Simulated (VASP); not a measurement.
## Cr: single point with LDA

The system is Cr.

```
Cr
1.0
    -1.48445    1.48445    1.48445
     1.48445   -1.48445    1.48445
     1.48445    1.48445   -1.48445
Cr
1
Direct
  0.00000 0.00000 0.00000
```

- Program: VASP 6.6.1
- Task: single point
- Functional: LDA
- Potentials or basis: VASP PAW LDA potentials, release 54 (Cr_pv)
- Cutoff: 520 eV
- k mesh: 12 × 12 × 12
- Occupations: gaussian, width 0.02 eV
- Spin: collinear spin, ferromagnetic start
- Starting moments: [3.0] μB
- Further INCAR settings: ALGO = Normal; EDIFF = 1.00e-06; NBANDS = 16

The pressure is -38.1 GPa, the band gap on the k mesh is none (metal or under the smearing width) and the net moment is 0.00 μB per cell. The valence electrons inside the program's atomic spheres are Cr 10.83.

Levels at points of the mesh, in eV from the Fermi level:
Spin up:
```
           k point  band 2  band 3  band 4  band 5  band 6  band 7  band 8  band 9  band 10  band 11
(0.00, 0.00, 0.00)  -42.48  -42.48   -7.34   -0.77   -0.77   -0.77    0.91    0.91     5.29    21.36
(0.50, 0.00, 0.00)  -42.68  -42.48   -3.86   -2.07    0.91    0.93    1.18    2.40     5.29     8.54
(0.50, 0.50, 0.50)  -42.92  -42.92   -3.65   -3.65    2.08    2.08    2.08    5.29     9.54     9.54
```
Spin down:
```csv
k point,band 3,band 4,band 5,band 6,band 7,band 8,band 9,band 10
"(0.00, 0.00, 0.00)",-42.48,-7.34,-0.77,-0.77,-0.77,0.91,0.91,5.29
"(0.50, 0.00, 0.00)",-42.48,-3.86,-2.07,0.91,0.93,1.18,2.40,5.29
"(0.50, 0.50, 0.50)",-42.92,-3.65,-3.65,2.08,2.08,2.08,5.29,9.54
```

It took 20 s on 1 thread of Intel(R) Xeon(R) 6975P-C (Granite Rapids), with other jobs on the host, peak memory 0.13 GiB.

Caveat: the starting moments collapsed, and a magnetic state may lie lower; a pressure of tens of GPa on the cell as given is suspect, and the run, the potentials or the cell itself is likely at fault.
